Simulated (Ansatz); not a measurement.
NaCl, DFT, PBEsol, all-electron LAPW, scalar-relativistic (Ansatz 0.2.0), run on 1 thread of Arm Neoverse V2 on a shared host.

The geometry is COD entry 2104025, unchecked; take it as a test cell. The listed cell was then made from it by scaling, straining or moving an atom.

Command: `ansatz run input.yaml --threads 1 --pin off --max-ram 3072MiB --backend cpu --events-out ev --progress --plain --runs-dir out`

```yaml
crystal:
  lattice:
    - [2.86, 0.0, 0.0]
    - [0.0, 2.86, 0.0]
    - [0.0, 0.0, 2.8314]
  atoms:
    - { symbol: Na, position: [0.0, 0.0, 0.0] }
    - { symbol: Cl, position: [0.5, 0.5, 0.5] }
kpoints:
  mp_grid: { grid: [9, 9, 9] }
  band_path:
    path:
      - [0.0, 0.0, 0.0]
      - [0.0, 0.5, 0.0]
      - [0.5, 0.5, 0.0]
      - [0.0, 0.0, 0.0]
      - [0.0, 0.0, 0.5]
      - [0.0, 0.5, 0.5]
      - [0.5, 0.5, 0.5]
      - [0.0, 0.0, 0.5]
      - [0.0, 0.5, 0.0]
    npoints: 5
scf:
  occupations: { method: fermi_dirac, width: 0.03 }
hamiltonian:
  xc: pbesol
  pseudopotentials: { kind: all_electron, lapw: { basis_error: 0.0005 } }
output:
  forces: true
  stress: true
  eigenvalues: true
```

(1) How large is the problem that the program sets up?

(2) Estimate the wall time and the peak memory.

Answers

(1) 75 irreducible k-points, 179 plane waves at Γ, 16 bands.

(2) 8.2 s of wall time for 6 SCF iterations, with a peak of 0.29 GiB. Times on shared machines scatter by tens of per cent.
